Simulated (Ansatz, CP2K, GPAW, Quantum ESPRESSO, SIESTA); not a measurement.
One calculation of Ti, 5 ways

```
Ti
1.0
     2.95000    0.00000    0.00000
    -1.47500    2.55477    0.00000
     0.00000    0.00000    4.68000
Ti
2
Direct
  0.66667 0.33333 0.75000
  0.33333 0.66667 0.25000
```

Alike in all runs: task band structure; functional LDA; k mesh 10 × 10 × 6; occupations fermi-dirac, width 0.05 eV; no spin polarisation; no spin-orbit coupling. LDA stands for any of its common fits. Pressure is positive in compression and, in plane waves, holds the error of the finite cutoff.

| program and potentials | plane-wave cutoff (eV) | notes | pressure (GPa) |
| --- | --- | --- | --- |
| SIESTA, files PseudoDojo sr-lda-0.4.1-standard, DZP (energy shift 0.003 Ry; two zetas on semicore shells) | - | atomic basis | -9.55 |
| CP2K, GTH_POTENTIALS Ti GTH-PADE-q12; TZVP-MOLOPT-PBE-GTH basis | - | atomic basis | -9.50 |
| GPAW, the program's PAW data sets (release 1.2.1) made for this functional | 600 | - | -10.28 |
| Ansatz, all-electron LAPW, scalar-relativistic | - | - | -9.79 |
| Quantum ESPRESSO, PseudoDojo 0.4.1 SR LDA standard | 1143 | - | -9.69 |

The pressure spans -10.28 (GPAW, the program's PAW data sets (release 1.2.1) made for this functional) to -9.50 GPa (CP2K, GTH_POTENTIALS Ti GTH-PADE-q12; TZVP-MOLOPT-PBE-GTH basis), with all-electron results at -9.79. Rows in atomic bases carry the error of their basis and grid, which can be large.

The functional is the same throughout but for its coding, so the spread measures potentials, basis and numerics; runs on potential files found faulty are left out.
